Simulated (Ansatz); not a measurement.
# TaN: straining the crystal, a stretch of c alone

The task here is to estimate one member of a computed series from the others.

Method: DFT r2SCAN, scalar-relativistic, plane waves, PAW, in Ansatz 0.2.0.

4 further runs of the same task are left out: 4 set aside as unsound or not needed.

### The structure to begin with

It takes space group Fm-3m (No. 225, cubic). Conventional cell: a = 4.397 Å, b = 4.397 Å, c = 4.397 Å, α = 90.00°, β = 90.00°, γ = 90.00°. Ta (site symmetry m-3m) has 6 N at 2.20 Å as nearest neighbours. N (site symmetry m-3m) has 6 Ta at 2.20 Å as nearest neighbours.

As a file:

```cif
data_structure
_symmetry_space_group_name_H-M 'Fm-3m'
_symmetry_Int_Tables_number 225
_cell_length_a 4.3965
_cell_length_b 4.3965
_cell_length_c 4.3965
_cell_angle_alpha 90.000
_cell_angle_beta 90.000
_cell_angle_gamma 90.000
_cell_volume 84.98
loop_
_atom_site_label
_atom_site_type_symbol
_atom_site_symmetry_multiplicity
_atom_site_Wyckoff_symbol
_atom_site_fract_x
_atom_site_fract_y
_atom_site_fract_z
_atom_site_occupancy
Ta1 Ta 4 b 0.00000 0.50000 0.00000 1
N1 N 4 a 0.00000 0.00000 0.00000 1
```

Set-up of the first run:

input.yaml

```yaml
crystal:
  lattice:
    - [2.1982663152, 2.1982663152, 0.0]
    - [-2.1982663152, 2.1982663152, 0.0]
    - [0.0, 0.0, 4.3965326304]
  atoms:
    - { symbol: Ta, position: [0.5, 0.5, 0.0] }
    - { symbol: Ta, position: [0.0, 0.0, 0.5] }
    - { symbol: "N", position: [0.0, 0.0, 0.0] }
    - { symbol: "N", position: [0.5, 0.5, 0.5] }
basis:
  ecutwfc: 500
kpoints:
  mp_grid: { grid: [16, 16, 12] }
hamiltonian:
  xc: r2scan
scf:
  occupations: { method: gaussian, width: 0.1 }
output:
  forces: true
  stress: true
  eigenvalues: true
```

Run with:

```
ansatz run input.yaml --threads 1 --pin off --max-ram 2560MiB --backend cpu --events-out ev --progress --plain --runs-dir out
```

Among the steps run: Zero strain; At -1.5 %; At +1.5 %; At -3.0 %; Strain +3.0 %; At -4.5 %; The cell strained by +4.5 %.

One of the session's tables, all rows but one given; the rest of the session is left out.

Lengths are those of the vectors of the cell that was run; stresses in GPa:

```
strain (%)  ΔE (meV/atom)  c (Å)
      -4.5           58.9  4.199
      -3.0              ?      ?
      -1.5            5.5  4.331
      +0.0            0.0  4.397
      +1.5            4.8  4.462
      +3.0           18.5  4.528
      +4.5           39.2  4.594
```

**Question.** Estimate the row for strain (%) = -3.0.

Worked estimate for «ΔE (meV/atom)». A straight line through the neighbours (-4.5, 58.9) and (-1.5, 5.5) gives 58.9 + (5.5 − 58.9) × (-3.0 + 4.5) / (-1.5 + 4.5) = 32.2; a parabola fitted to 3 rows on both sides gives 25.1.

**Answer.** ΔE (meV/atom): 23.8; c (Å): 4.265. In «ΔE (meV/atom)» the line misses by +8.4 and the parabola by +1.3.

ΔE is over the unstrained cell. Stress in GPa, positive in compression, on the Cartesian axes of the input. 
